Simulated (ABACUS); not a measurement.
Here is an ABACUS 3.10.1 calculation.

Contents of INPUT:

```
INPUT_PARAMETERS
suffix              BN
calculation         scf
basis_type          pw
pseudo_dir          ./
latname             fcc
symmetry            1
dft_functional      GGA_X_RPW86+GGA_C_PBE
ecutwfc             55
pseudo_rcut         10
nspin               1
nbands              14
ks_solver           dav
smearing_method     fd
smearing_sigma      0.00367493
scf_thr             1e-08
scf_nmax            100
mixing_type         broyden
mixing_beta         0.7
cal_force           1
cal_stress          1
ecutrho             440
out_chg             1
kpar                4
```

Contents of STRU:

```
ATOMIC_SPECIES
N 14.0070 N.pbe-n-radius_5.UPF
B 10.8100 b_pbe_v1.4.uspp.F.UPF

LATTICE_CONSTANT
6.8521507073

ATOMIC_POSITIONS
Direct

N
0.0
1
0.7500000000 0.7500000000 0.7500000000 1 1 1

B
0.0
1
0.0000000000 0.0000000000 0.0000000000 1 1 1
```

File KPT:

```
K_POINTS
0
Gamma
10 10 10 0 0 0
```

Potentials or basis: SSSP 1.3 efficiency PBE, plane waves.

The run is started by

```console
$ OMP_NUM_THREADS=1 mpirun -np 4 abacus > log
```

What does it give for the pressure?

6.4 GPa.

Predict the band gap on the k mesh.

4.79 eV, indirect (least direct gap 8.88 eV).

Caveat: the potentials were made for another functional, which shifts forces and pressure.

**The experiment to reproduce.**

A printed reference work, monograph reports, for a bulk crystal of BN at 300 K: band gap 6.4 eV (indirect).

Measured gap of BN: 6.4 eV (indirect; 300 K; a printed reference work, monograph). This calculation gives 4.79 eV (-1.61 eV). The value is that of rPW86PBE on a finite k mesh, which can miss the band edges, without temperature or zero-point motion. The cell is a database's relaxed one, not the measured one, which moves gaps too.
